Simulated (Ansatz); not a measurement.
**TiO2: how the settings move a relaxation**

How sensitive is a relaxation of TiO2 to its settings? A reference run comes first, then one run with altered input.

Method: reference: DFT, PBEsol, PAW with Ansatz's default frozen-core files, scalar-relativistic; relaxation of cell and atoms, in Ansatz 0.2.0.

## (1) Starting point

The structure is tetragonal, space group I4_1/amd (No. 141). Conventional cell: a = 3.784 Å, b = 3.784 Å, c = 9.515 Å, α = 90.00°, β = 90.00°, γ = 90.00°. Ti (site symmetry -4m2) has 6 O at 1.93 to 1.98 Å as nearest neighbours. O (site symmetry 2mm) has 3 Ti at 1.93 to 1.98 Å as nearest neighbours.

Structure file:

```
CELL_PARAMETERS angstrom
-1.89210 1.89210 4.75730
1.89210 -1.89210 4.75730
1.89210 1.89210 -4.75730
ATOMIC_POSITIONS crystal
Ti 0.00000 0.00000 0.00000
Ti 0.75000 0.25000 0.50000
O 0.20810 0.20810 0.00000
O 0.95810 0.45810 0.50000
O 0.54190 0.04190 0.50000
O 0.79190 0.79190 0.00000
```

## (2) Baseline

input.yaml reads:

```yaml
crystal:
  lattice:
    - [-1.8921, 1.8921, 4.7573]
    - [1.8921, -1.8921, 4.7573]
    - [1.8921, 1.8921, -4.7573]
  atoms:
    - { symbol: Ti, position: [0.0, 0.0, 0.0] }
    - { symbol: Ti, position: [0.75, 0.25, 0.5] }
    - { symbol: O, position: [0.2081, 0.2081, 0.0] }
    - { symbol: O, position: [0.9581, 0.4581, 0.5] }
    - { symbol: O, position: [0.5419, 0.0419, 0.5] }
    - { symbol: O, position: [0.7919, 0.7919, 0.0] }
kpoints:
  mp_grid: { grid: [10, 10, 10] }
scf:
  occupations: { method: fermi_dirac, width: 0.05 }
hamiltonian:
  xc: pbesol
  pseudopotentials: { kind: paw }
relax:
  f_tol: 0.002
  max_steps: 80
  cell: {}
output:
  forces: true
  stress: true
```

On the command line:

```bash
$ ansatz run input.yaml --threads 2 --pin off --max-ram 6144MiB --backend cpu --events-out ev --progress --plain --runs-dir out
```

## (3) The same system, input altered

Edit input.yaml of step 2 so:

```diff
@@ -12,6 +12,7 @@
     - { symbol: O, position: [0.7919, 0.7919, 0.0] }
+  symmetry: { detect: false }
 kpoints:
-  mp_grid: { grid: [10, 10, 10] }
+  mp_grid: { grid: [8, 8, 8] }
 scf:
-  occupations: { method: fermi_dirac, width: 0.05 }
+  occupations: { method: fixed }
 hamiltonian:
```

(Steps that only read results are left out.)

Before running it: what results should come out? Wanted: for each run, ending; energy change; pressure; gap; force.

**Answer**, as computed:

```tsv
run	ending	energy change	pressure (GPa)	gap (eV)	force (eV/Å)	cycles	time
reference	converged	0	0.0	2.12	0.00	40	21 s
1: symmetry.detect false, mp_grid.grid [8, 8, 8], occupations.method fixed	converged	0.0 meV/atom (σ→0)	0.0	2.15	0.00	42	62 s
```

Changing the use of symmetry, k-point mesh and smearing moves the energy by 0.0 meV/atom (σ→0 values), and the gap on the mesh goes from 2.12 to 2.15 eV. More than one kind of setting changed, and this run alone doesn't tell their shares apart. A gap read on a mesh depends on which points the mesh holds, and a coarse mesh shifts the density too. Cost: 42 SCF cycles against 40, 62 s against 21 s.
